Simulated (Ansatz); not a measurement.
# Thermal properties of BAs from its phonons

Computed with DFT PBE, scalar-relativistic, plane waves, PAW (Ansatz). Plane waves to 420 eV; Γ-centred k mesh 12×12×12; fixed occupations. No spin polarisation. Phonons by linear response, acoustic sum rule imposed.

The cell, relaxed at this level:
```cif
data_structure
_symmetry_space_group_name_H-M 'F-43m'
_symmetry_Int_Tables_number 216
_cell_length_a 4.8094
_cell_length_b 4.8094
_cell_length_c 4.8094
_cell_angle_alpha 90.000
_cell_angle_beta 90.000
_cell_angle_gamma 90.000
_cell_volume 111.24
loop_
_atom_site_label
_atom_site_type_symbol
_atom_site_symmetry_multiplicity
_atom_site_Wyckoff_symbol
_atom_site_fract_x
_atom_site_fract_y
_atom_site_fract_z
_atom_site_occupancy
B1 B 4 d 0.25000 0.25000 0.75000 1
As1 As 4 b 0.50000 0.00000 0.00000 1
```

It comes from a database structure that was distorted and then relaxed.

Force constants from linear response on a 4×4×4 q mesh, interpolated to a fine mesh.

Phonon density of states, in bins of 20 cm⁻¹:
bin centre (cm⁻¹), share of modes (%) and a bar:
```
       10        0.0
       30        0.1
       50        0.2
       70        0.4 #
       90        0.8 ##
      110        1.3 ###
      130        2.8 ######
      150        5.4 ###########
      170        6.3 #############
      190        8.1 #################
      210        5.5 ############
      230        4.2 #########
      250        3.3 #######
      270        7.2 ###############
      290        3.8 ########
      310        0.5 #
      330        0.0
      350        0.0
      370        0.0
      390        0.0
      410        0.0
      430        0.0
      450        0.0
      470        0.0
      490        0.0
      510        0.0
      530        0.0
      550        0.0
      570        0.0
      590        0.1
      610       12.2 ##########################
      630       11.5 ########################
      650        8.0 #################
      670        3.0 ######
      690       14.2 ##############################
      710        1.1 ##
```

(1) What is the zero-point energy per atom?

(2) How large are the vibrational entropy and heat capacity at 300 K?

(3) Tabulate them against temperature.

## Answers

(1) 79.2 meV.

(2) S = 1.94 k_B and C_V = 2.09 k_B per atom, 70 % of the Dulong–Petit value.

(3)
```
T (K)  F_vib (meV/atom)  S (k_B/atom)  C_V (k_B/atom)
  100              78.2          0.40            0.79
  200              71.3          1.20            1.56
  300              57.7          1.94            2.09
  400              38.1          2.59            2.40
  500              13.3          3.15            2.59
  600             -16.0          3.63            2.70
  700             -49.2          4.05            2.77
  800             -85.8          4.43            2.82
  900            -125.4          4.76            2.86
 1000            -167.7          5.07            2.88
```
